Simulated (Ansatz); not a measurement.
# SiNi (Pnma) in Ansatz: further runs, part 2 of 2

Ansatz 0.2.0. Earlier steps stand in the parts before.

## (3) Relaxation of cell and atoms, PBE, collinear spin, ferromagnetic start

input.yaml reads:

```yaml
crystal:
  lattice:
    - [5.1731, 0.0, 0.0]
    - [0.0, 3.3381, 0.0]
    - [0.0, 0.0, 5.6049]
  atoms:
    - { symbol: Ni, position: [0.99221, 0.75, 0.81248], spin: 1.0 }
    - { symbol: Ni, position: [0.50779, 0.25, 0.31248], spin: 1.0 }
    - { symbol: Ni, position: [0.49221, 0.75, 0.68752], spin: 1.0 }
    - { symbol: Ni, position: [0.00779, 0.25, 0.18752], spin: 1.0 }
    - { symbol: Si, position: [0.67872, 0.25, 0.9175] }
    - { symbol: Si, position: [0.82128, 0.75, 0.4175] }
    - { symbol: Si, position: [0.17872, 0.25, 0.5825] }
    - { symbol: Si, position: [0.32128, 0.75, 0.0825] }
hamiltonian:
  xc: pbe
  pseudopotentials: { kind: paw }
magnetization:
  spin_polarized: true
kpoints:
  mp_grid: { grid: [5, 8, 5] }
scf:
  occupations: { method: fermi_dirac, width: 0.05 }
output:
  forces: true
  stress: true
  eigenvalues: true
relax:
  f_tol: 0.01
  max_steps: 40
  cell: { stress_tol: 0.05 }
```

Potentials or basis: Ansatz PAW.

The run is started by

```bash
ansatz run input.yaml --threads 4 --pin off --max-ram 11264MiB --backend cpu --events-out ev --progress --plain --runs-dir out
```

The program printed:

```text
Warning: RAYON_NUM_THREADS=4 ignored (pool sized by the plan → 4); use --threads N
Engine: ansatz 0.2.0, x86_64-unknown-linux-gnu
Pseudopotentials: kind: paw
Pseudopotential: Ni, paw, valence charge 18, recommended cutoff 420 eV (normal), Ni.paw.azcp
Pseudopotential: Si, paw, valence charge 4, recommended cutoff 420 eV (normal), Si.paw.azcp
Functional definition: PBE
  parameter kappa = 0.804
  parameter beta = 0.06672455060314922
  exchange = pbe_x(kappa = kappa, mu = beta*pi^2/3)
  correlation = pbe_c(beta = beta)
Crystal: 8 atoms, lattice volume = 96.787 Å³
Basis set: ecut = 420 eV, 1905 PW (Γ), exchange–correlation on 72×48×80 points (8 copies of the dense FFT grid, shifted against one another)
Bands: 56, of which v1, the nominal top of the filled ones, is band 44 counted from 1 (43 counted from 0)
Symmetry: 8 space group operations
Space group: Pnma (ITA 62), of the structure as read, at distance tolerance 4.6e-5 Å
Magnetic group: BNS 62.441 (UNI 539), of the structure as read, at distance tolerance 4.6e-5 Å
k-points: 45 of 200
Non-local potential: Ni, projectors of the file, l = 0: 3, l = 1: 2, l = 2: 3, l = 3: 1
Non-local potential: Si, projectors of the file, l = 0: 2, l = 1: 2, l = 2: 2
PAW form: soft (Blöchl's): semilocal exchange-correlation on the pseudo side does not see the compensation charge
PAW one-centre angular grid: Ni, 590 points (default); XC on 64 Gauss nodes
PAW one-centre angular grid: Si, 110 points (default); XC on 64 Gauss nodes
Initial density: superposition of atomic densities (chi_scale 0.1, normalization cell)
Starting moments: Σ|m| = 4 μB on 4 of 8 sites
Initial wavefunctions: pseudopotential atomic-orbital guess
Functional: x = pbe(κ = 0.804, μ = 0.2195149727645171), c = pbe(β = 0.06672455060314922)
SCF iter   1: F=—  HF=-25899.944843 eV  |F-HF|=—  |Δ(HF+E_count)|=         —  Δρ=6.92e-2 (↑6.92e-2 ↓2.90e-2)  dr2=3.02e0  dr2_m=1.28e0  M=1.636 μB ∫|m|=2.596 μB  β_m=0.30  ethr=3.10e-3  ⟨swp⟩=6.5  Hψ=19111  notcnv=0  defer=28
Mixer restart at iter 1: flushing history
preconditioner: auto → Kerker (q_TF=auto, 2.685 Å⁻¹)  [metal: Δε(μ)=0.025 eV  Ē_g=7.701 eV  σ=0.050 eV  W_gap=0.12  n_scr=38 (ndim 8)  ℏωp=28.2 eV  f_vac=0.000  D(μ)=2.76/eV (n_scr^D=20)]
spin=Collinear: Kerker preconditioning applied to the charge; magnetization (m = ρ↑ − ρ↓) channel mixes plain (no charge-response kernel on spin).
SCF iter   2: F=—  HF=-25899.502357 eV  |F-HF|=—  |Δ(HF+E_count)|=   4.42e-1  Δρ=5.58e-2 (↑2.68e-2 ↓5.58e-2)  dr2=1.58e0  dr2_m=1.27e0  M=1.247 μB ∫|m|=2.099 μB  β_m=0.38  ethr=3.10e-3  ⟨swp⟩=2.1  Hψ=8091  notcnv=0  defer=328
SCF iter   3: F=—  HF=-25902.565011 eV  |F-HF|=—  |Δ(HF+E_count)|=    3.06e0  Δρ=4.74e-2 (↑2.62e-2 ↓4.74e-2)  dr2=1.15e0  dr2_m=1.07e0  M=0.908 μB ∫|m|=1.685 μB  β_m=0.19  ethr=1.80e-3  ⟨swp⟩=2.0  Hψ=7079  notcnv=0  defer=324
SCF iter   4: F=—  HF=-25904.212127 eV  |F-HF|=—  |Δ(HF+E_count)|=    1.65e0  Δρ=3.52e-2 (↑2.69e-2 ↓3.52e-2)  dr2=5.86e-1  dr2_m=7.73e-1  M=0.680 μB ∫|m|=1.347 μB  β_m=0.32  ethr=1.31e-3  ⟨swp⟩=2.4  Hψ=7450  notcnv=0  defer=351
[... 91 lines left out ...]
Magnetization: -0.0000 μB (44.0000 up, 44.0000 down)
Absolute magnetization: 0.0000 μB (∫|ρ↑−ρ↓|, with the PAW one-centre terms)
Spin contamination: 0.0000 ħ² per cell (⟨S²⟩ above its minimum at these occupations)
Per-site moments (μB) at R_I (Å): [(-7.310669549700757e-11, 0.9428895001976789), (-7.310673680970573e-11, 0.9428895001976788), (-7.310674137560556e-11, 0.9428895001976789), (-7.31067320942688e-11, 0.9428895001976795), (2.061996606326435e-11, 0.9428895001976795), (2.0620189405350594e-11, 0.9428895001976789), (2.0620213543811934e-11, 0.9428895001976788), (2.062019035294657e-11, 0.9428895001976789)]
Free energy (F): -25906.168814 eV
Harris-Foulkes:  -25906.168814 eV  (|F-HF|=0.00e0)
Internal energy: -25906.156104 eV  (E = F + TS)
E sigma→0 (E₀):  -25906.162459 eV
Entropy (-TS):   -0.012709 eV (-1.589 meV/atom)
Fermi energy:    14.563599 eV
--- Per-component energies (eV) ---
  E_band       = -1315.586030
  E_kinetic    = 1308.966553
  E_local      = -17901.439123  (includes V_loc(G=0)·N_el)
  E_nonlocal   = 2636.058892
  E_hartree    = 7693.434766
  E_xc         = -568.810053
  E_vxc        = -636.475599  (∫ρ·V_xc dr)
  E_paw        = -8568.342569  (= ΣΔE_a)
  E_vpaw       = -2109.568192  (= ΣTr[D̂ρ^β])
  E_aug_tail   = 0.002093  (compensation charges beyond the density's cutoff)
  E_ewald      = -10506.026664
  E_smearing   = -0.012709  (= −TS)
  E_closure    = 0.000000  (closes the sum)
  Σ components = -25906.168814   (vs F -25906.168814, Δ=0.00e0)
--- Forces (eV/Å), atoms counted from 1 ---
  atom   1  Ni     0.00019216    -0.00000000     0.00016683
  atom   2  Ni    -0.00019216    -0.00000000     0.00016683
  atom   3  Ni     0.00019216     0.00000000    -0.00016683
  atom   4  Ni    -0.00019216     0.00000000    -0.00016683
  atom   5  Si     0.00111544     0.00000000     0.00012378
  atom   6  Si    -0.00111544     0.00000000     0.00012378
  atom   7  Si     0.00111544    -0.00000000    -0.00012378
  atom   8  Si    -0.00111544     0.00000000    -0.00012378
  max |Σ_I F_I| component: 0.00e0 eV/Å
--- Stress (GPa, compression-positive) ---
       -0.021015       0.000000      -0.000000
        0.000000       0.004290      -0.000000
       -0.000000      -0.000000      -0.006494
  P = ⅓ Tr σ = -0.0077 GPa (-0.077 kbar)
--- Band table (eV; the first three rows and the last of 90) ---
  k-point 0 ↑: bands = ["-89.3450", "-89.3416", "-89.3402", "-89.3370", "-49.8041", "-49.7972", "-49.7860", "-49.7735", "-49.7465", "-49.7431", "-49.7269", "-49.7216", "-49.7119", "-49.7066", "-49.7002", "-49.6978", "1.6039", "5.0040", "6.1862", "6.8439", "8.0772", "8.5822", "10.2016", "10.5441", "10.6125", "10.7277", "10.7548", "10.7965", "10.9841", "11.2519", "11.4771", "11.5570", "11.7921", "11.9564", "12.1825", "12.2622", "12.3628", "12.4188", "12.4786", "12.6331", "12.7715", "13.2565", "13.4424", "13.6606", "15.2258", "15.8431", "17.8004", "18.2156", "18.4598", "18.9532", "19.3344", "20.4999", "20.7072", "21.0873", "21.4104", "21.5085"]
  k-point 1 ↑: bands = ["-89.3448", "-89.3423", "-89.3395", "-89.3371", "-49.8036", "-49.7982", "-49.7845", "-49.7746", "-49.7461", "-49.7434", "-49.7265", "-49.7223", "-49.7112", "-49.7070", "-49.6999", "-49.6980", "1.7859", "4.2429", "6.7050", "6.9261", "7.9809", "9.0969", "9.7067", "10.4836", "10.5786", "10.6028", "10.6525", "10.9787", "11.0614", "11.3283", "11.4830", "11.5016", "11.8775", "12.0479", "12.0672", "12.1374", "12.1684", "12.3971", "12.4735", "12.6167", "13.0458", "13.2395", "13.6706", "13.8307", "15.4967", "16.3135", "17.0446", "18.2404", "18.5635", "18.7579", "18.7682", "20.4933", "20.9628", "21.2350", "21.3833", "21.5716"]
  k-point 2 ↑: bands = ["-89.3442", "-89.3434", "-89.3385", "-89.3377", "-49.8022", "-49.8002", "-49.7812", "-49.7775", "-49.7452", "-49.7442", "-49.7254", "-49.7238", "-49.7096", "-49.7081", "-49.6993", "-49.6986", "2.3222", "3.1761", "7.1371", "7.2337", "7.9432", "8.6683", "9.9126", "10.2751", "10.7257", "10.7360", "10.7448", "10.9626", "11.3034", "11.3913", "11.4805", "11.5375", "11.6737", "11.7902", "11.8906", "11.9723", "12.3197", "12.4654", "12.5555", "12.6384", "13.0302", "13.2367", "13.9305", "14.8061", "14.9605", "15.9181", "17.2900", "17.9722", "18.4636", "18.8710", "19.6327", "20.3440", "20.4232", "20.4854", "21.3291", "21.8028"]
  k-point 44 ↓: bands = ["-89.3416", "-89.3416", "-89.3402", "-89.3402", "-49.7922", "-49.7922", "-49.7896", "-49.7896", "-49.7312", "-49.7312", "-49.7196", "-49.7196", "-49.7169", "-49.7169", "-49.7126", "-49.7126", "5.7140", "5.7140", "6.0357", "6.0357", "7.9860", "7.9860", "8.5134", "8.5134", "10.8481", "10.8481", "10.9276", "10.9276", "11.1749", "11.1749", "11.4144", "11.4144", "11.8957", "11.8957", "12.0283", "12.0283", "12.3781", "12.3781", "12.4576", "12.4576", "12.6615", "12.6615", "12.7259", "12.7259", "16.2073", "16.2073", "17.1102", "17.1102", "17.7906", "17.7906", "18.5287", "18.5287", "20.0259", "20.0259", "20.5182", "20.5182"]
--- Relaxed structure (5 steps of the walk, 5 accepted, 1 SCFs on fresh bases) ---
  F+E_penalty+E_count = -25906.16881381 eV   max|allowed force component| = 1.115e-3 eV/Å   (the final SCF, on the basis selected at the relaxed cell)
  cell:  # Å, volume = 97.7343 Å³
    - [5.127699809958969, -2.1970825105246006e-33, 2.5896769521320126e-18]
    - [-1.5227520489808051e-33, 3.401430327412698, -4.900817283548706e-34]
    - [2.8058379596382673e-18, -8.228810039412282e-34, 5.603544272532243]
  atoms:
    - { symbol: Ni, position: [0.9914342888488443, 0.75, 0.8113264166418082] }
    - { symbol: Ni, position: [0.5085657111511558, 0.24999999999999997, 0.3113264166418082] }
    - { symbol: Ni, position: [0.49143428884884416, 0.75, 0.6886735833581917] }
    - { symbol: Ni, position: [0.008565711151155874, 0.24999999999999997, 0.18867358335819168] }
    - { symbol: Si, position: [0.6789422248990017, 0.24999999999999997, 0.9140540105115752] }
    - { symbol: Si, position: [0.8210577751009982, 0.75, 0.41405401051157553] }
    - { symbol: Si, position: [0.17894222489900174, 0.24999999999999997, 0.5859459894884245] }
    - { symbol: Si, position: [0.3210577751009983, 0.75, 0.0859459894884245] }
```

Wall time 78 s (4 threads of AMD EPYC (Zen 3), shared host); peak memory 0.75 GiB.

What came out:

* Free energy: -25906.1688 eV
* Relaxed volume: 12.22 Å³/atom
* Relaxed cell: a = 5.128 Å, b = 3.401 Å, c = 5.604 Å, α = 90.00°, β = 90.00°, γ = 90.00°
* Space group after relaxing (to 0.05 Å): Pnma (No. 62)
* Energy gained by relaxing: 2.7 meV/atom
* Ionic steps: 6
* Pressure after relaxing: 0.0 GPa
* Band gap on the k mesh: none (metal or under the smearing width)
* Net moment: 0.00 μB per cell
* Absolute moment: 0.00 μB per cell

The path:
```tsv
step	energy change (eV)	largest force (eV/Å)	volume (Å³)
1	0.0000	0.0530	96.79
2	-0.0167	0.0444	97.33
3	-0.0208	0.0232	97.78
4	-0.0210	0.0116	97.75
5	-0.0210	0.0012	97.73
6	-0.0213	0.0011	97.73
```

Final structure:
```xyz
8
Lattice="5.1277 0.0000 0.0000 0.0000 3.4014 0.0000 0.0000 0.0000 5.6035" Properties=species:S:1:pos:R:3 pbc="T T T"
Ni    5.0838    2.5511    4.5463
Ni    2.6078    0.8504    1.7445
Ni    2.5199    2.5511    3.8590
Ni    0.0439    0.8504    1.0572
Si    3.4814    0.8504    5.1219
Si    4.2101    2.5511    2.3202
Si    0.9176    0.8504    3.2834
Si    1.6463    2.5511    0.4816
```

Levels at points of the mesh, in eV from the Fermi level:
Spin up:
```csv
k point,band 41,band 42,band 43,band 44,band 45,band 46,band 47,band 48
"(0.00, 0.00, 0.00)",-1.79,-1.31,-1.12,-0.90,0.66,1.28,3.24,3.65
"(0.00, -0.50, 0.00)",-1.91,-1.91,-1.40,-1.40,-0.58,-0.58,1.96,1.96
```
Spin down:
```csv
k point,band 40,band 41,band 42,band 43,band 44,band 45,band 46,band 47,band 48,band 49
"(0.00, 0.00, 0.00)",-1.93,-1.79,-1.31,-1.12,-0.90,0.66,1.28,3.24,3.65,3.90
"(0.00, -0.50, 0.00)",-2.11,-1.91,-1.91,-1.40,-1.40,-0.58,-0.58,1.96,1.96,2.49
```

Caveat: the plane-wave basis is chosen anew once the cell has moved, so the energies of steps on either side of that aren't comparable; the starting moments weren't kept.

## (4) Against experiment

Step 2. The cell as given is a measured one (12.10 Å³/atom); r2SCAN puts the equilibrium volume -1.7 % from it, thermal expansion not counted.

Step 3. The cell as given is a measured one (12.10 Å³/atom); PBE puts the equilibrium volume +1.0 % from it, thermal expansion not counted.
